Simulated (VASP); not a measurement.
A run of VASP 6.6.1 is set up as follows.

Contents of INCAR:

```
PREC     = Accurate       # precision mode
ENCUT    = 520            # plane-wave cutoff, eV
EDIFF    = 1E-7           # SCF threshold, eV
ISMEAR   = -1             # smearing method
SIGMA    = 0.05           # smearing width, eV
LREAL    = F              # projectors in reciprocal space
LASPH    = T              # aspherical terms in the spheres
NELM     = 60             # most SCF steps
ALGO     = Normal         # electronic algorithm
ISIF     = 2              # what is computed and relaxed
LWAVE    = F              # write WAVECAR
LCHARG   = F              # write CHGCAR
GGA      = PE             # functional
NBANDS   = 15             # bands
```

Contents of KPOINTS:

```
regular mesh
0
Gamma
  9 9 9
```

File POSCAR:

```
KF
1.0
    0.0000000000      2.6718500000      2.6718500000
    2.6718500000      0.0000000000      2.6718500000
    2.6718500000      2.6718500000      0.0000000000
K F
1 1
Direct
    0.0058160000     -0.0138380000      0.0045480000
    0.5005540000      0.4867360000      0.5172190000
```

Potentials or basis: VASP PAW PBE potentials, release 64 (K_sv, F).

Launch:

```bash
$ cat potpaw_PBE.64/K_sv/POTCAR potpaw_PBE.64/F/POTCAR > POTCAR
$ mpirun -np 1 vasp_std > vasp.out
```

(1) Estimate the band gap on the k mesh.

(2) Estimate the largest force.

(3) What does it give for the pressure?

Answers

(1) 6.17 eV, direct.

(2) 0.070 eV/Å.

(3) 1.5 GPa.

Caveat: an odd mesh through Γ misses points on the zone boundary, where band edges often lie.
